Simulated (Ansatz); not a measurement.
**SrVO3 and the effect of the pressure**

The cell as given:

```xyz
5
Lattice="3.8409 0.0000 0.0000 0.0000 3.8409 0.0000 0.0000 0.0000 3.8409" Properties=species:S:1:pos:R:3 pbc="T T T"
Sr    1.9204    1.9204    1.9204
V     0.0000    0.0000    0.0000
O     0.0000    0.0000    1.9204
O     0.0000    1.9204    0.0000
O     1.9204    0.0000    0.0000
```

The cell comes from a database or a generator and needn't be the form met in nature.

Kept alike: task relaxation of cell and atoms; functional PBEsol; k mesh 7 × 7 × 7; occupations fermi-dirac, width 0.05 eV; collinear spin, ferromagnetic start. Program: Ansatz, Ansatz PAW, cutoff 420 eV. The mesh is that of the run's cell of 5 atoms. No spin-orbit coupling.

```csv
"pressure, P (GPa)",volume (Å³/atom)
0,11.052
2,10.945
5,10.794
10,10.564
20,10.171
30,9.842
```

The relaxations keep at least the cell's symmetry (Pm-3m). For a metal such a mesh leaves the last digits unconverged. The runs follow the start's structure, whether or not it is the stable one at these pressures. Ansatz's relaxations hold a Pulay term in the stress (up to 0.8 GPa here). P is the pressure aimed at, which the runs meet within some hundredths to tenths of a GPa. The moments vanished: the runs ended non-magnetic. All rows use potentials made for PBE.

The volume falls from 11.052 to 9.842 Å³/atom between 0 and 30 GPa. The volume falls ever more slowly, since the solid stiffens under load. At the pressures aimed at, which the runs meet within some tenths of a GPa, the step from 0 to 5 GPa gives a mean bulk modulus near 212 GPa, the last step 304 GPa.
